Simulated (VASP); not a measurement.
All values below come from PBE GGA, VASP's PBE PAW potentials (set 64) (plane waves; VASP).

VASP ran on this input.

KPOINTS:
```
K-points
0
G
8 8 8
```

POSCAR:
```
CaF2
1.0
  0.0000000000   2.7569084971   2.7569084971
  2.7569084971   0.0000000000   2.7569084971
  2.7569084971   2.7569084971   0.0000000000
Ca F
1 2
Cart
  0.0000000000   0.0000000000   0.0000000000
  1.3784542485   1.3784542485   1.3784542485
  4.1353627457   4.1353627457   4.1353627457
```

INCAR:
```
! general
SYSTEM  =  CaF2
PREC    =  Accurate
ENCUT   =  520
LREAL   =  F
LASPH   =  T

! electronic loop
EDIFF   =  1E-6
NELM    =  100
ALGO    =  Normal

! smearing
ISMEAR  =  0
SIGMA   =  0.05

! functional
GGA     =  PE

! ions
IBRION  =  2
NSW     =  60
ISIF    =  3
EDIFFG  =  -0.01

! output
LWAVE   =  F
LCHARG  =  F
```

POTCAR, in this order: Ca_sv F (PBE.64 set). Program: vasp_std.

Output of the run:

OSZICAR:
```
       N       E                     dE             d eps       ncg     rms          rms(c)
DAV:   1     0.228288430906E+03    0.22829E+03   -0.13903E+04   928   0.152E+03
DAV:   2    -0.916613141082E+01   -0.23745E+03   -0.23165E+03  1208   0.392E+02
DAV:   3    -0.182902258781E+02   -0.91241E+01   -0.91179E+01  1072   0.880E+01
DAV:   4    -0.186485102521E+02   -0.35828E+00   -0.35819E+00  1576   0.127E+01
DAV:   5    -0.186510743154E+02   -0.25641E-02   -0.25641E-02  1056   0.121E+00    0.803E+00
DAV:   6    -0.173112790268E+02    0.13398E+01   -0.73786E+00   984   0.190E+01    0.313E+00
DAV:   7    -0.173164569049E+02   -0.51779E-02   -0.19147E-01  1232   0.391E+00    0.168E+00
DAV:   8    -0.173351499527E+02   -0.18693E-01   -0.34468E-02  1176   0.229E+00    0.197E-01
DAV:   9    -0.173395969910E+02   -0.44470E-02   -0.84596E-03  1224   0.723E-01    0.138E-01
DAV:  10    -0.173404928058E+02   -0.89581E-03   -0.14498E-03  1112   0.290E-01    0.324E-02
DAV:  11    -0.173405047993E+02   -0.11993E-04   -0.10187E-04  1264   0.894E-02    0.163E-02
DAV:  12    -0.173405116909E+02   -0.68916E-05   -0.22269E-05  1136   0.462E-02    0.325E-03
DAV:  13    -0.173405121133E+02   -0.42242E-06   -0.45677E-06  1360   0.171E-02
   1 F= -.17340512E+02 E0= -.17340512E+02  d E =-.173405E+02
       N       E                     dE             d eps       ncg     rms          rms(c)
DAV:   1    -0.173411083281E+02   -0.59664E-03   -0.13702E-02  1072   0.122E+00    0.186E-01
DAV:   2    -0.173405773101E+02    0.53102E-03   -0.26748E-03   944   0.423E-01    0.464E-02
DAV:   3    -0.173405290871E+02    0.48223E-04   -0.90805E-05  1280   0.120E-01    0.207E-02
DAV:   4    -0.173405210100E+02    0.80772E-05   -0.71840E-05  1472   0.681E-02    0.788E-03
DAV:   5    -0.173405209353E+02    0.74660E-07   -0.10570E-06   816   0.113E-02
   2 F= -.17340521E+02 E0= -.17340521E+02  d E =-.882200E-05
```

### OUTCAR
```
------------------------ aborting loop because EDIFF is reached ----------------------------------------
  FORCE on cell =-STRESS in cart. coord.  units (eV):
  Direction    XX          YY          ZZ          XY          YZ          ZX
  --------------------------------------------------------------------------------------
  Total       -0.0066291     -0.0066291     -0.0066291     -0.0000000     -0.0000000      0.0000000
  in kB       -0.2530258     -0.2530258     -0.2530258     -0.0000000     -0.0000000      0.0000000
  external PRESSURE =      -0.2530258 kB  Pullay stress =       0.0000000 kB
  volume of cell :       41.98
      direct lattice vectors                 reciprocal lattice vectors
     0.000000000  2.758400236  2.758400236    -0.181264486  0.181264486  0.181264486
     2.758400236  0.000000000  2.758400236     0.181264486 -0.181264486  0.181264486
     2.758400236  2.758400236 -0.000000000     0.181264486  0.181264486 -0.181264486
 POSITION                                       TOTAL-FORCE (eV/Angst)
 -----------------------------------------------------------------------------------
      2.75840      2.75840     -0.00000        -0.000000      0.000000     -0.000000
      1.37920      1.37920      1.37920        -0.000000     -0.000000     -0.000000
      4.13760      4.13760      4.13760         0.000000      0.000000      0.000000
 -----------------------------------------------------------------------------------
    total drift:                                0.000000     -0.000000      0.000000
  FREE ENERGIE OF THE ION-ELECTRON SYSTEM (eV)
  ---------------------------------------------------
  free  energy   TOTEN  =       -17.3405209353 eV

  energy  without entropy=      -17.3405209353  energy(sigma->0) =      -17.34052094

 reached required accuracy - stopping structural energy minimisation
```
(Selected blocks of OUTCAR.)

### CONTCAR
```
CaF2
   1.00000000000000
     0.0000000000000000    2.7584002356197805    2.7584002356197805
     2.7584002356197805    0.0000000000000000    2.7584002356197805
     2.7584002356197805    2.7584002356197805   -0.0000000000000000
  Ca              F
     1     2
Direct
     0.0000000000000000    0.0000000000000000    1.0000000000000000
     0.2500000000000000    0.2500000000000000    0.2500000000000000
     0.7500000000000000    0.7500000000000000    0.7500000000000000
```

**OUTCAR**
```
 val. band max:       -1.1252847684   @ k =   0.5000   0.5000   0.0000

 cond. band min:       5.9756992579   @ k =   0.0000   0.0000   0.0000


 Fermi energy:        -0.8961513079

 k-point     1 :       0.0000    0.0000    0.0000
  band No.  band energies     occupation
      1     -37.2963      2.00000
      2     -20.9884      2.00000
      3     -20.2608      2.00000
      4     -18.2348      2.00000
      5     -18.2348      2.00000
      6     -18.2348      2.00000
      7      -3.1428      2.00000
      8      -3.1428      2.00000
      9      -3.1428      2.00000
     10      -1.3762      2.00000
     11      -1.3762      2.00000
     12      -1.3762      2.00000
     13       5.9757      0.00000
     14       7.9218      0.00000
     15       7.9218      0.00000
     16       9.8669      0.00000

 k-point     2 :       0.1250    0.0000    0.0000
  band No.  band energies     occupation
      1     -37.2922      2.00000
      2     -21.0252      2.00000
      3     -20.2979      2.00000
      4     -18.2401      2.00000
      5     -18.2401      2.00000
      6     -18.1695      2.00000
      7      -3.0760      2.00000
      8      -3.0760      2.00000
      9      -3.0242      2.00000
     10      -1.5510      2.00000
     11      -1.4447      2.00000
     12      -1.4447      2.00000
     13       6.3700      0.00000
     14       7.9516      0.00000
     15       7.9516      0.00000
     16       9.7238      0.00000

 k-point     3 :       0.2500    0.0000    0.0000
  band No.  band energies     occupation
      1     -37.2822      2.00000
      2     -21.0875      2.00000
      3     -20.4162      2.00000
      4     -18.2531      2.00000
      5     -18.2531      2.00000
      6     -18.0058      2.00000
      7      -2.9001      2.00000
      8      -2.9001      2.00000
      9      -2.7431      2.00000
     10      -1.9176      2.00000
     11      -1.6201      2.00000
     12      -1.6201      2.00000
     13       7.2707      0.00000
...
```

The compound is CaF2 in the fluorite structure. This run relaxes it. Symmetry was kept, so distortions that lower it aren't found. The start is the result of an earlier pass.
